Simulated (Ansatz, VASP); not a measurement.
One calculation of Cs, two programs

```
Cs
1.0
    -3.07896    3.07896    3.07896
     3.07896   -3.07896    3.07896
     3.07896    3.07896   -3.07896
Cs
1
Direct
  0.00000 0.00000 0.00000
```

Alike in both runs: functional PBE; k mesh 10 × 10 × 10; occupations gaussian, width 0.1 eV; no spin polarisation.

Ansatz relaxed the structure, and its values are those at the end. VASP's run is a single point on that final structure, the one shown.

|  | VASP | Ansatz |
| --- | --- | --- |
| version | VASP 6.6.1 | Ansatz 0.2.0 |
| potentials or method | VASP PAW PBE potentials, release 64 (Cs_sv) | scalar-relativistic, plane waves, PAW |
| plane-wave cutoff (eV) | 520 | 420 |
| valence electrons in the cell | 9 | 9 |

```csv
,VASP,Ansatz,Ansatz less VASP
gap on the k mesh at the Fermi level (eV),none,none,-
pressure (GPa),0.0,0.0,+0.01
```

A gap of «none» marks a metal or a gap that the smearing closes.

The runs have no spin-orbit coupling, so splittings on Cs are missing.
